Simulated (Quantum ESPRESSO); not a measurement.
MgS (Niningerite):

```xyz
2
Lattice="0.0000 2.6016 2.6016 2.6016 0.0000 2.6016 2.6016 2.6016 0.0000" Properties=species:S:1:pos:R:3 pbc="T T T"
S     2.6016    2.6016    2.6016
Mg    0.0000    0.0000    0.0000
```

Base run:

```yaml
Program: Quantum ESPRESSO 7.5
Functional: HLE16
Potentials_or_basis: SG15 PBE 1.2
Cutoff: 952 eV
Density_cutoff: 3810 eV
k_mesh: 9 × 9 × 9
Occupations: fermi-dirac, width 0.05 eV
Spin: no spin polarisation
```

Its results: band gap on the k mesh 4.00 eV, indirect (least direct gap 4.75 eV); pressure -6.9 GPa.

After a change of settings the same cell gave: band gap on the k mesh 2.87 eV, indirect (least direct gap 3.62 eV); pressure 0.0 GPa. Which change was it?
A. functional from HLE16 to r2SCAN; k mesh from 9 × 9 × 9 to 7 × 7 × 7
B. functional from HLE16 to AM05
C. functional from HLE16 to RPBE
D. functional from HLE16 to M06L; k mesh from 9 × 9 × 9 to 7 × 7 × 7

B.

Caveats: the potentials were made for another functional, which shifts forces and pressure; the mesh misses the band edges, which the band path finds closer together; the potentials were made for a functional far from this one (some runs).

Runs at the PBE level aren't shown here.
